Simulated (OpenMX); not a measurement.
# BN in OpenMX: the effect of volume scale

The system is BN.

```xyz
4
Lattice="2.3940 0.0000 0.0000 -1.1970 2.0733 0.0000 0.0000 0.0000 6.3589" Properties=species:S:1:pos:R:3 pbc="T T T"
N     1.1970    0.6911    1.5897
N     0.0000    1.3822    4.7692
B     1.1970    0.6911    4.7692
B     0.0000    1.3822    1.5897
```

Alike in all runs:

```yaml
Program: OpenMX 3.8.5
Task: single point
Functional: PBE
Potentials_or_basis: OpenMX 2013 PBE set, N6.0-s2p2d1, B7.0-s2p2d1, grid cutoff 400 Ry
k_mesh: 9 × 9 × 3
Occupations: fermi-dirac, width 0.05 eV
Spin: no spin polarisation
```

| volume scale | gap on the mesh (eV) | pressure (GPa) |
| --- | --- | --- |
| 0.88 | 4.64 | 48.1 |
| 0.92 | 4.58 | 31.9 |
| 0.96 | 4.52 | 18.4 |
| 1 | 4.46 | 7.0 |
| 1.04 | 4.39 | -2.5 |
| 1.08 | ? | ? |

**Question.** What does the run with volume scale 1.08 give?

**Answer.** gap on the mesh 4.33 eV; pressure -10.4 GPa.

Worked out: A straight line through the other rows of the gap on the mesh, of slope -1.55 eV per unit of volume scale, extrapolates to 4.33 eV, against the run's 4.33. A parabola through the other rows of the pressure, of slope -149 GPa per unit of volume scale there, extrapolates to -9.5 GPa, against the run's -10.4.

Caveats: an odd mesh through Γ misses points on the zone boundary, where band edges often lie; the basis of atomic orbitals isn't converged, which shifts pressures, moduli and gaps; this functional lacks dispersion, which binds the layers, so the pressure and a relaxed spacing across them are unreliable (some runs).
